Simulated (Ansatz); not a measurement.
# Eu: levels along high-symmetry lines

```
CELL_PARAMETERS angstrom
3.49298 0.00000 0.00000
0.00000 3.49298 0.00000
0.00000 0.00000 3.49298
ATOMIC_POSITIONS crystal
Eu 0.00000 0.00000 0.00000
```

The structure comes from a relaxation in the same program, started in the sc type, and has space group Pm-3m. Whether it is a known phase or the ground state wasn't checked.

Where the f shell is localised, expect the real compound to differ from this run without U.

These are results of Ansatz 0.2.0, DFT, PBE, all-electron LAPW, Dirac equation with spin-orbit coupling, not measurements.

Numerical set-up: a Γ-centred 11×11×11 k mesh, Fermi–Dirac smearing of 0.05 eV, basis error target 0.5 meV/atom, spin-polarised from start moments Eu 7 μB, magnetisation along z, ending with a spin moment of 7.13 μB in the cell.

Points in fractions of the reciprocal vectors of this cell: Γ (0, 0, 0), X (0, 0.5, 0), M (0.5, 0.5, 0), R (0.5, 0.5, 0.5). The path joins them by straight lines in the order Γ–X–M–Γ–R–X–R–M; legs that retrace an earlier one aren't tabulated. Energies are in eV from the Fermi level.

Task: Metal or insulator at this level of theory?

Result: No gap opens: metallic or semimetallic.

Task: Tabulate bands 30 to 36, counted from the lowest band of the run, along the path.

Result: 
```tsv
k (1/Å)	point	band 30	band 31	band 32	band 33	band 34	band 35	band 36
0.00	Γ	-0.50	-0.43	-0.30	-0.27	-0.26	-0.25	0.78
0.18		-0.50	-0.45	-0.30	-0.29	-0.18	-0.06	0.84
0.36		-0.48	-0.47	-0.30	-0.28	-0.02	0.32	1.00
0.54		-0.47	-0.46	-0.29	-0.26	0.18	0.64	1.24
0.72		-0.47	-0.44	-0.28	-0.24	0.34	0.58	1.19
0.90	X	-0.48	-0.44	-0.27	-0.24	0.41	0.43	0.82
1.08		-0.49	-0.43	-0.27	-0.26	0.24	0.60	0.64
1.26		-0.42	-0.37	-0.27	-0.09	0.03	0.20	1.17
1.44		-0.40	-0.33	-0.33	-0.27	-0.12	0.68	2.09
1.62		-0.54	-0.39	-0.27	-0.26	0.17	1.17	3.00
1.80	M	-0.54	-0.38	-0.26	-0.26	0.30	1.38	3.30
2.05		-0.55	-0.39	-0.29	-0.27	0.09	1.02	2.85
2.31		-0.53	-0.43	-0.35	-0.29	0.25	0.98	1.92
2.56		-0.50	-0.46	-0.32	-0.29	0.30	0.85	1.27
2.82		-0.49	-0.47	-0.30	-0.30	-0.07	0.07	0.94
3.07	Γ	-0.50	-0.43	-0.30	-0.27	-0.26	-0.25	0.78
3.38		-0.54	-0.46	-0.31	-0.29	0.12	0.13	1.10
3.69		-0.57	-0.46	-0.33	-0.30	1.00	1.05	1.89
4.01		-0.46	-0.33	-0.28	-0.19	1.18	1.20	1.76
4.32		-0.42	-0.31	-0.20	0.20	0.23	0.29	0.83
4.63	R	-0.32	-0.28	-0.26	-0.23	-0.22	0.46	0.49
4.88		-0.42	-0.31	-0.21	0.06	0.17	0.28	0.68
5.14		-0.47	-0.32	-0.19	0.03	0.68	0.87	1.24
5.39		-0.40	-0.37	-0.15	0.11	0.25	0.88	1.55
5.65		-0.45	-0.29	-0.28	-0.24	0.14	0.53	0.77
5.90	X	-0.48	-0.44	-0.27	-0.24	0.41	0.43	0.82
7.17	R	-0.32	-0.28	-0.26	-0.23	-0.22	0.46	0.49
7.35		-0.41	-0.27	-0.26	-0.04	0.03	0.30	0.63
7.53		-0.50	-0.27	-0.26	-0.11	0.48	0.60	1.11
7.71		-0.51	-0.50	-0.27	-0.26	1.26	1.43	1.76
7.89		-0.54	-0.44	-0.26	-0.26	0.71	1.72	2.25
8.07	M	-0.54	-0.38	-0.26	-0.26	0.30	1.38	3.30
```
